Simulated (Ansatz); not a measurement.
# Platinum, diamond under r²SCAN: from relaxation to bulk modulus, part 2 of 2

The plan for platinum in the diamond structure: relax it, solve it on a dense k-mesh, switch on spin-orbit coupling, then scale the cell to 7 volumes from 88 to 112 % of the relaxed one and try a fit of the equation of state. The k-meshes are 10×10×10 for the relaxation; 16×16×16 for the dense run; 10×10×10 for spin-orbit coupling; 11×11×11 for the volumes.

Ansatz 0.2.0; DFT, r2SCAN, plane waves (500 eV) with PAW, scalar-relativistic. The steps go on from the part before.

**9. Volume × 1.04**

This is Pt in the diamond structure; at room conditions it is fcc.

input.yaml reads:

```yaml
crystal:
  lattice:
    - [0.0, 2.8998944831, 2.8998944831]
    - [2.8998944831, 0.0, 2.8998944831]
    - [2.8998944831, 2.8998944831, 0.0]
  atoms:
    - { symbol: Pt, position: [0.125, 0.125, 0.125] }
    - { symbol: Pt, position: [0.875, 0.875, 0.875] }
hamiltonian:
  xc: r2scan
  pseudopotentials:
    kind: paw
    azcp:
      Pt: "pseudopotentials/Pt.paw.azcp"
basis:
  ecutwfc: 500
  fft_grid_basis: typed
kpoints:
  mp_grid: { grid: [11, 11, 11], shift: [0, 0, 0] }
magnetization:
  spin_polarized: false
scf:
  occupations: { method: fermi_dirac, width: 0.1 }
  lower_state_search: "off"
output:
  stress: true
```

Started as:

```
$ ansatz run input.yaml --threads 1 --pin off --max-ram 3584MiB --backend cpu --events-out ev --progress --plain --runs-dir out
```

The program printed (excerpt; [...] marks lines left out):

```text
[...]
Pseudopotentials: kind: paw
Pseudopotential: Pt, paw, valence charge 18, recommended cutoff 500 eV (meta_gga), <dir>
Functional definition: r2SCAN
[...]
Crystal: 2 atoms, lattice volume = 48.773 Å³
Basis set: ecut = 500 eV, 1243 PW (Γ), exchange–correlation on 120×120×120 points (64 copies of the dense FFT grid, shifted against one another)
Bands: 22, of which v1, the nominal top of the filled ones, is band 18 counted from 1 (17 counted from 0)
Symmetry: 48 space group operations
Space group: Fd-3m (ITA 227), of the structure as read, at distance tolerance 3.7e-5 Å
k-points: 56 of 1331
[...]
SCF iter   1: F=-25071.334909 eV  HF=-25071.372245 eV  |F-HF|=3.73e-2  |Δ(HF+E_count)|=         —  Δρ=1.07e-2  dr2=5.88e-2  dr2_τ=2.25e-2  ethr=1.77e-3  ⟨swp⟩=5.5  Hψ=5467  notcnv=0
[...]
SCF iter   6: F=-25071.367945 eV  HF=-25071.367945 eV  |F-HF|=1.10e-9  |Δ(HF+E_count)|=   2.55e-8  Δρ=1.54e-6  dr2=8.25e-10  dr2_τ=7.50e-11  ethr=2.78e-10  ⟨swp⟩=4.1  Hψ=4180  notcnv=0
[...]
SCF converged after 6 iterations
Free energy (F): -25071.367945 eV
[...]
E sigma→0 (E₀):  -25071.289513 eV
Entropy (-TS):   -0.156864 eV (-78.432 meV/atom)
Fermi energy:    12.177389 eV
[...]
--- Stress (GPa, compression-positive) ---
       -4.499588       0.000000      -0.000000
        0.000000      -4.499588      -0.000000
       -0.000000       0.000000      -4.499588
  P = ⅓ Tr σ = -4.4996 GPa (-44.996 kbar)
```

It took 12 s on 1 thread of Intel Xeon Platinum 8259CL at 2.50GHz (Skylake/Cascade Lake), shared host; peak memory 0.65 GiB.

**10. Volume × 1.08**

Edit input.yaml of step 9 so:

```diff
@@ -2,5 +2,5 @@
   lattice:
-    - [0.0, 2.8998944831, 2.8998944831]
-    - [2.8998944831, 0.0, 2.8998944831]
-    - [2.8998944831, 2.8998944831, 0.0]
+    - [0.0, 2.9366059054, 2.9366059054]
+    - [2.9366059054, 0.0, 2.9366059054]
+    - [2.9366059054, 2.9366059054, 0.0]
   atoms:
@@ -26 +26,5 @@
   stress: true
+  write_density: true
+  write_potential: true
+  elf: true
+  volumetric_format: npy
```

Started as:

```
$ ansatz run input.yaml --threads 1 --pin off --max-ram 3584MiB --backend cpu --events-out ev --progress --plain --runs-dir out
```

The program printed (excerpt; [...] marks lines left out):

```text
[...]
[... 3 set-up lines as earlier in the session ...]
[...]
Crystal: 2 atoms, lattice volume = 50.649 Å³
Basis set: ecut = 500 eV, 1243 PW (Γ), exchange–correlation on 128×128×128 points (64 copies of the dense FFT grid, shifted against one another)
Bands: 22, of which v1, the nominal top of the filled ones, is band 18 counted from 1 (17 counted from 0)
[... 2 set-up lines as earlier in the session ...]
k-points: 56 of 1331
[...]
SCF iter   1: F=-25071.254580 eV  HF=-25071.300366 eV  |F-HF|=4.58e-2  |Δ(HF+E_count)|=         —  Δρ=1.12e-2  dr2=6.97e-2  dr2_τ=2.05e-2  ethr=1.77e-3  ⟨swp⟩=5.5  Hψ=5468  notcnv=0
[...]
SCF iter   6: F=-25071.293857 eV  HF=-25071.293857 eV  |F-HF|=1.40e-9  |Δ(HF+E_count)|=   4.29e-9  Δρ=1.54e-6  dr2=7.56e-10  dr2_τ=5.32e-11  ethr=2.78e-10  ⟨swp⟩=9.0  Hψ=8272  notcnv=0
[...]
SCF converged after 6 iterations
Free energy (F): -25071.293857 eV
[...]
E sigma→0 (E₀):  -25071.211925 eV
Entropy (-TS):   -0.163863 eV (-81.932 meV/atom)
Fermi energy:    11.456656 eV
[...]
--- Stress (GPa, compression-positive) ---
       -8.002354       0.000000      -0.000000
        0.000000      -8.002354       0.000000
       -0.000000      -0.000000      -8.002354
  P = ⅓ Tr σ = -8.0024 GPa (-80.024 kbar)
--- Band table (eV; the first three rows and the last of 56) ---
  k-point 0: bands = ["-88.8394", "-88.7553", "-42.5812", "-42.5812", "-42.5812", "-42.2321", "-42.2321", "-42.2321", "4.6851", "7.1509", "7.1509", "7.2879", "7.2879", "7.2879", "9.7231", "9.7231", "9.7231", "11.3044", "11.3044", "22.0752", "22.2666", "23.0872"]
[...]
```

Wall time 15 s (1 thread of Intel Xeon Platinum 8259CL at 2.50GHz (Skylake/Cascade Lake), shared host); peak memory 0.69 GiB.

**11. Volume × 1.12**

Edit input.yaml of step 10 so:

```diff
@@ -2,5 +2,5 @@
   lattice:
-    - [0.0, 2.9366059054, 2.9366059054]
-    - [2.9366059054, 0.0, 2.9366059054]
-    - [2.9366059054, 2.9366059054, 0.0]
+    - [0.0, 2.9724217024, 2.9724217024]
+    - [2.9724217024, 0.0, 2.9724217024]
+    - [2.9724217024, 2.9724217024, 0.0]
   atoms:
@@ -26,5 +26 @@
   stress: true
-  write_density: true
-  write_potential: true
-  elf: true
-  volumetric_format: npy
```

Started as:

```
$ ansatz run input.yaml --threads 1 --pin off --max-ram 3584MiB --backend cpu --events-out ev --progress --plain --runs-dir out
```

The program printed (excerpt; [...] marks lines left out):

```text
[...]
[... 3 set-up lines as earlier in the session ...]
[...]
Crystal: 2 atoms, lattice volume = 52.524 Å³
Basis set: ecut = 500 eV, 1363 PW (Γ), exchange–correlation on 128×128×128 points (64 copies of the dense FFT grid, shifted against one another)
Bands: 22, of which v1, the nominal top of the filled ones, is band 18 counted from 1 (17 counted from 0)
[... 2 set-up lines as earlier in the session ...]
k-points: 56 of 1331
[...]
SCF iter   1: F=-25071.138320 eV  HF=-25071.192332 eV  |F-HF|=5.40e-2  |Δ(HF+E_count)|=         —  Δρ=1.16e-2  dr2=8.03e-2  dr2_τ=1.88e-2  ethr=1.77e-3  ⟨swp⟩=5.7  Hψ=5458  notcnv=0
[...]
SCF iter   6: F=-25071.183751 eV  HF=-25071.183751 eV  |F-HF|=1.57e-9  |Δ(HF+E_count)|=   1.97e-9  Δρ=1.58e-6  dr2=7.31e-10  dr2_τ=5.42e-11  ethr=2.78e-10  ⟨swp⟩=4.2  Hψ=4222  notcnv=0
[...]
SCF converged after 6 iterations
Free energy (F): -25071.183751 eV
[...]
E sigma→0 (E₀):  -25071.098595 eV
Entropy (-TS):   -0.170312 eV (-85.156 meV/atom)
Fermi energy:    10.791066 eV
[...]
--- Stress (GPa, compression-positive) ---
      -10.684210      -0.000000       0.000000
       -0.000000     -10.684210       0.000000
        0.000000      -0.000000     -10.684210
  P = ⅓ Tr σ = -10.6842 GPa (-106.842 kbar)
```

Run time: 12 s. Hardware: 1 thread of Intel Xeon Platinum 8259CL at 2.50GHz (Skylake/Cascade Lake), shared host; peak memory 0.68 GiB.

**12. Fitting the volumes**

The cell was scaled evenly, with its shape and the fractional positions fixed.

```csv
V (Å³/atom),E − E₀ (meV/atom),P from the stress (GPa),P from the fit (GPa)
20.635,171.9,23.15,22.78
21.573,68.2,13.44,13.06
22.510,14.7,5.90,5.54
23.448,0.0,0.04,-0.29
24.386,15.5,-4.50,-4.80
25.324,54.3,-8.00,-8.29
26.262,111.0,-10.68,-10.97
```

A third-order Birch-Murnaghan fit gives V₀ = 23.396 Å³/atom, B₀ = 129 GPa and B₀′ = 5.4; it misses no point by more than 0.04 meV/atom.

Fit and stress differ a little: one follows E(σ → 0), the other the smeared free energy.

**13. Summary of results**

What follows sums up all 2 parts.

| quantity | value |
| --- | --- |
| space group (spins left aside) | Fd-3m (No. 227) |
| conventional cell | a = 5.724 Å |
| volume | 23.448 Å³/atom |
| shortest distance | 2.479 Å |
| gap on the mesh | none (levels filled in part) |
| relative to fcc | +1130 meV/atom |
| V₀, B₀, B₀′ | 23.396 Å³/atom, 129 GPa, 5.4 |

The relaxation enlarged the cell by 15.1 % in volume. Against the reference form of platinum (fcc, computed apart with the same settings) it stands 1130 meV/atom higher, so it is far from stable. Levels at the Fermi energy are filled in part, as in a metal. The total energy of the spin-orbit run lies +24.9 eV/atom from the scalar one, but the two kinds of run don't share a zero of energy: only differences within one kind count. B₀ comes out at 129 GPa. The symmetry was held, so the structure may be unstable against distortions that break it.
